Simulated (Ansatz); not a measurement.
# InGaAs2 (P-4m2) in Ansatz: reference runs, part 2 of 2

Ansatz 0.2.0.

## Step 6: Single point, PBEsol, 26.07 Å³/atom (volume scaled by 0.98)

File input.yaml:

```yaml
crystal:
  lattice:
    - [4.1966446342, 0.0, 0.0]
    - [0.0, 4.1966446342, 0.0]
    - [0.0, 0.0, 5.9221323782]
  atoms:
    - { symbol: In, position: [0.0, 0.0, 0.5] }
    - { symbol: As, position: [0.0, 0.5, 0.231525] }
    - { symbol: As, position: [0.5, 0.0, 0.768475] }
    - { symbol: Ga, position: [0.5, 0.5, 0.0] }
hamiltonian:
  xc: pbesol
  pseudopotentials: { kind: paw }
kpoints:
  mp_grid: { grid: [6, 6, 5] }
scf:
  occupations: { method: fermi_dirac, width: 0.05 }
output:
  forces: true
  stress: true
  eigenvalues: true
  write_density: true
  write_potential: true
  elf: true
  volumetric_format: npy
```

Potentials or basis: Ansatz PAW.

Launch:

```sh
> ansatz run input.yaml --threads 2 --pin off --max-ram 5632MiB --backend cpu --events-out ev --progress --plain --runs-dir out
```

Wall time 6.2 s (2 threads of Arm Neoverse V2, shared host); peak memory 0.39 GiB.

The run converged. Its results:

```
Free energy            : -18895.5785 eV
Pressure               : -1.6 GPa
Largest force          : 0.060 eV/Å
Band gap on the k mesh : none (metal or under the smearing width)
```

Caveat: the PAW data sets come from PBE, with cores solved anew for the run's functional, which leaves a small shift of forces and pressure.

## Step 7: Single point, PBEsol, 26.61 Å³/atom

input.yaml: that of step 6 with these lines changed.

```diff
@@ -2,5 +2,5 @@
   lattice:
-    - [4.1966446342, 0.0, 0.0]
-    - [0.0, 4.1966446342, 0.0]
-    - [0.0, 0.0, 5.9221323782]
+    - [4.2250012014, 0.0, 0.0]
+    - [0.0, 4.2250012014, 0.0]
+    - [0.0, 0.0, 5.962148]
   atoms:
@@ -21,5 +21 @@
   eigenvalues: true
-  write_density: true
-  write_potential: true
-  elf: true
-  volumetric_format: npy
```

Launch:

```sh
> ansatz run input.yaml --threads 2 --pin off --max-ram 5632MiB --backend cpu --events-out ev --progress --plain --runs-dir out
```

It took 4.6 s on 2 threads of Arm Neoverse V2, shared host; peak memory 0.39 GiB.

Results (log left out):

| Item | Value |
| --- | --- |
| Free energy | -18895.5505 eV |
| Pressure | -2.6 GPa |
| Largest force | 0.040 eV/Å |
| Band gap on the k mesh | none (metal or under the smearing width) |

Caveat: the PAW data sets come from PBE, with cores solved anew for the run's functional, which leaves a small shift of forces and pressure.

## Step 8: Single point, PBEsol, 27.14 Å³/atom (volume scaled by 1.02)

input.yaml: that of step 7 with these lines changed.

```diff
@@ -2,5 +2,5 @@
   lattice:
-    - [4.2250012014, 0.0, 0.0]
-    - [0.0, 4.2250012014, 0.0]
-    - [0.0, 0.0, 5.962148]
+    - [4.2529821572, 0.0, 0.0]
+    - [0.0, 4.2529821572, 0.0]
+    - [0.0, 0.0, 6.0016335746]
   atoms:
```

Launch:

```sh
> ansatz run input.yaml --threads 2 --pin off --max-ram 5632MiB --backend cpu --events-out ev --progress --plain --runs-dir out
```

Wall time 5.1 s (2 threads of Arm Neoverse V2, shared host); peak memory 0.39 GiB.

Results (log left out):

```yaml
Free_energy: -18895.5095 eV
Pressure: -3.5 GPa
Largest_force: 0.021 eV/Å
Band_gap_on_the_k_mesh: none (metal or under the smearing width)
```

Caveat: the PAW data sets come from PBE, with cores solved anew for the run's functional, which leaves a small shift of forces and pressure.

## Step 9: Single point, PBEsol, 27.67 Å³/atom (volume scaled by 1.04)

input.yaml: that of step 8 with these lines changed.

```diff
@@ -2,5 +2,5 @@
   lattice:
-    - [4.2529821572, 0.0, 0.0]
-    - [0.0, 4.2529821572, 0.0]
-    - [0.0, 0.0, 6.0016335746]
+    - [4.2805996983, 0.0, 0.0]
+    - [0.0, 4.2805996983, 0.0]
+    - [0.0, 0.0, 6.0406063132]
   atoms:
@@ -21 +21,5 @@
   eigenvalues: true
+  write_density: true
+  write_potential: true
+  elf: true
+  volumetric_format: npy
```

Potentials or basis: Ansatz PAW.

Launch:

```sh
> ansatz run input.yaml --threads 2 --pin off --max-ram 5632MiB --backend cpu --events-out ev --progress --plain --runs-dir out
```

Run time: 7.1 s. Hardware: 2 threads of Arm Neoverse V2, shared host; peak memory 0.4 GiB.

The run converged. Its results:

| Item | Value |
| --- | --- |
| Free energy | -18895.4570 eV |
| Pressure | -4.4 GPa |
| Largest force | 0.004 eV/Å |
| Band gap on the k mesh | none (metal or under the smearing width) |

Caveat: the PAW data sets come from PBE, with cores solved anew for the run's functional, which leaves a small shift of forces and pressure.

## Step 10: Single point, PBEsol, 28.20 Å³/atom (volume scaled by 1.06)

input.yaml: that of step 9 with these lines changed.

```diff
@@ -2,5 +2,5 @@
   lattice:
-    - [4.2805996983, 0.0, 0.0]
-    - [0.0, 4.2805996983, 0.0]
-    - [0.0, 0.0, 6.0406063132]
+    - [4.3078653997, 0.0, 0.0]
+    - [0.0, 4.3078653997, 0.0]
+    - [0.0, 0.0, 6.07908255]
   atoms:
@@ -21,5 +21 @@
   eigenvalues: true
-  write_density: true
-  write_potential: true
-  elf: true
-  volumetric_format: npy
```

Launch:

```sh
> ansatz run input.yaml --threads 2 --pin off --max-ram 5632MiB --backend cpu --events-out ev --progress --plain --runs-dir out
```

It took 5.1 s on 2 threads of Arm Neoverse V2, shared host; peak memory 0.4 GiB.

It converged, with:

- Free energy: -18895.3943 eV
- Pressure: -5.1 GPa
- Largest force: 0.011 eV/Å
- Band gap on the k mesh: none (metal or under the smearing width)

Caveat: the PAW data sets come from PBE, with cores solved anew for the run's functional, which leaves a small shift of forces and pressure.

## Step 11: Equation of state, PBEsol

This step only gathers the single runs of the series.

Results:

```
Equilibrium volume                        : 25.37 Å³/atom
Bulk modulus at fixed shape and positions : 62 GPa
Pressure derivative of the bulk modulus   : 4.7
```

Energy against volume, from the lowest point:
```csv
volume (Å³/atom),energy (meV/atom)
25.011,0.79
25.543,0.00
26.075,3.33
26.607,10.33
27.139,20.58
27.671,33.71
28.203,49.38
```

Caveat: the cell was scaled at fixed shape and fractional positions, which overstates the stiffness of a crystal with free parameters, most of all of layers and chains.

## Step 12: The runs side by side

```tsv
task	cell	gap on the mesh (eV)	pressure (GPa)	largest force (eV/Å)
single point	as given	none	-2.6	0.04
single point	atoms moved at random, drawn with an rms of 0.05 Å	none	-2.6	0.48
equation of state	as given	-	-	-
```

Alike in all rows: level PBEsol; potentials or basis Ansatz PAW; no spin polarisation; k mesh 6 × 6 × 5; cutoff (eV) 420; smearing fermi-dirac 0.05 eV.

Caveats: the PAW data sets come from PBE, with cores solved anew for the run's functional, which leaves a small shift of forces and pressure (some runs); the cell was scaled at fixed shape and fractional positions, which overstates the stiffness of a crystal with free parameters, most of all of layers and chains (some runs).

Total energies depend on the potentials used, so only differences within one code and one set of settings carry meaning.
